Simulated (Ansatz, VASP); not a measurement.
Ga: VASP beside Ansatz

The input POSCAR:

```
Ga
1.0
    2.2615000000     -3.8305000000      0.0000000000
    2.2615000000      3.8305000000      0.0000000000
    0.0000000000      0.0000000000      4.5240000000
Ga
4
Direct
    0.8451000000      0.1549000000      0.0810000000
    0.6549000000      0.3451000000      0.5810000000
    0.1549000000      0.8451000000      0.9190000000
    0.3451000000      0.6549000000      0.4190000000
```

INCAR.step1

```
SYSTEM = Ga
PREC     = Accurate       ! precision mode
ENCUT    = 520            ! plane-wave cutoff, eV
ISMEAR   = 0              ! smearing method
SIGMA    = 0.1            ! smearing width, eV
LREAL    = .False.        ! projectors in reciprocal space
LASPH    = .True.         ! aspherical terms in the spheres
NELM     = 60             ! most SCF steps
NBANDS   = 34             ! bands
GGA      = PE             ! functional
ALGO     = Normal         ! electronic algorithm
EDIFF    = 1E-4           ! SCF threshold, eV
LWAVE    = .True.         ! write WAVECAR
LCHARG   = .False.        ! write CHGCAR
```

INCAR.step2

```
SYSTEM = Ga
PREC     = Accurate       ! precision mode
ENCUT    = 520            ! plane-wave cutoff, eV
EDIFF    = 1E-7           ! SCF threshold, eV
ISMEAR   = 0              ! smearing method
SIGMA    = 0.1            ! smearing width, eV
LREAL    = .False.        ! projectors in reciprocal space
LASPH    = .True.         ! aspherical terms in the spheres
NELM     = 60             ! most SCF steps
ALGO     = Normal         ! electronic algorithm
ISIF     = 2              ! what is computed and relaxed
LWAVE    = .False.        ! write WAVECAR
LCHARG   = .False.        ! write CHGCAR
METAGGA  = R2SCAN         ! meta-GGA
LMIXTAU  = .True.       
NBANDS   = 34             ! bands
ISTART   = 1
```

KPOINTS

```
regular mesh
0
Gamma
  6 6 4
  0 0 0
```

Input for Ansatz:

```yaml
crystal:
  lattice:
    - [2.2615, -3.8305, 0.0]
    - [2.2615, 3.8305, 0.0]
    - [0.0, 0.0, 4.524]
  atoms:
    - { symbol: Ga, position: [0.8451, 0.1549, 0.081] }
    - { symbol: Ga, position: [0.6549, 0.3451, 0.581] }
    - { symbol: Ga, position: [0.1549, 0.8451, 0.919] }
    - { symbol: Ga, position: [0.3451, 0.6549, 0.419] }
basis:
  ecutwfc: 500
kpoints:
  mp_grid: { grid: [6, 6, 4] }
hamiltonian:
  xc: r2scan
  pseudopotentials: { kind: paw }
scf:
  occupations: { method: gaussian, width: 0.1 }
output:
  forces: true
  stress: true
  eigenvalues: true
```

Alike in both runs: task single point; functional r2SCAN; k mesh 6 × 6 × 4; occupations gaussian, width 0.1 eV; no spin polarisation.

```csv
,VASP,Ansatz
version,VASP 6.6.1,Ansatz 0.2.0
potentials or method,"VASP PAW PBE potentials, release 64 (Ga_d)","scalar-relativistic, plane waves, PAW"
plane-wave cutoff (eV),520,500
valence electrons in the cell,52,52
```

Ansatz gave:

| Quantity | Value |
| --- | --- |
| gap on the k mesh at the Fermi level (eV) | none |
| pressure (GPa) | -1.4 |
| largest component of the traceless stress (GPa) | 0.85 |
| rms of the force components (eV/Å) | 0.094 |

Problem. Which values does VASP return?

Solution. gap on the k mesh at the Fermi level (eV): none; pressure (GPa): -1.3; largest component of the traceless stress (GPa): 0.82; rms of the force components (eV/Å): 0.091.

Atom by atom the forces differ by 0.005 eV/Å (rms over components). A gap of «none» marks a metal or a gap that the smearing closes.

Caveats: the PAW data sets were made with another functional, which shifts forces and pressure a little (VASP).
